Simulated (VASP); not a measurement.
Wanted: the native input for a VASP 6.6.1 run.

```
Task                               : single point
Functional                         : PBE0(alpha)
Potentials or basis                : VASP PAW PBE potentials, release 64 (N, B)
Cutoff                             : 520 eV
k mesh                             : 7 × 7 × 7
Occupations                        : fermi-dirac, width 0.05 eV
Spin                               : no spin polarisation
Share of exact exchange            : 0.5
Grid for exact exchange (PRECFOCK) : Fast
Exchange at q = 0                  : truncated
Further INCAR settings             : ALGO = Normal; EDIFF = 1e-07
```

BN:

```
N B
1.0
     0.00000    1.81300    1.81300
     1.81300    0.00000    1.81300
     1.81300    1.81300    0.00000
N B
1 1
Direct
  0.25000 0.25000 0.25000
  0.00000 0.00000 0.00000
```

The cell is a database's computed one.

These files were run (other wordings do the same):

POSCAR

```
BN
1.0
    0.0000000000      1.8130010000      1.8130010000
    1.8130010000      0.0000000000      1.8130010000
    1.8130010000      1.8130010000      0.0000000000
N B
1 1
Direct
    0.2500000000      0.2500000000      0.2500000000
    0.0000000000      0.0000000000      0.0000000000
```

INCAR.step1

```
  PREC = Accurate
  ENCUT = 520
  EDIFF = 1E-5
  ISMEAR = -1
  SIGMA = 0.05
  LREAL = False
  LASPH = True
  NELM = 80
  ALGO = Normal
  ISIF = 2
  LWAVE = True
  LCHARG = False
  GGA = PE
```

INCAR.step2

```
  PREC = Accurate
  ENCUT = 520
  EDIFF = 1E-7
  ISMEAR = -1
  SIGMA = 0.05
  LREAL = False
  LASPH = True
  NELM = 80
  ALGO = Normal
  ISIF = 2
  LWAVE = False
  LCHARG = False
  GGA = PE
  LHFCALC = True
  AEXX = 0.5
  PRECFOCK = Fast
  HFRCUT = -1
  ISTART = 1
```

KPOINTS

```
regular mesh
0
Gamma
  7 7 7
```

Potentials or basis: VASP PAW PBE potentials, release 64 (N, B).

Command:

```console
$ cat potpaw_PBE.64/N/POTCAR potpaw_PBE.64/B/POTCAR > POTCAR
$ cp INCAR.step1 INCAR
$ mpirun -np 1 vasp_std > vasp.out
$ cp INCAR.step2 INCAR
$ mpirun -np 1 vasp_std > vasp.out
```

It gave:

```
Pressure               : -17.4 GPa
Band gap on the k mesh : 8.96 eV, indirect (least direct gap 13.83 eV)
```

Caveat: the k mesh is coarse (spacing up to 0.43 Å⁻¹), so the values aren't converged, least of all with exact exchange; the PAW data sets were made with another functional, which shifts forces and pressure a little; an odd mesh through Γ misses points on the zone boundary, where band edges often lie.

Run time: 2.1 min on 1 thread of AMD EPYC 9R45 (Zen 5) (shared host), peak memory 0.08 GiB.
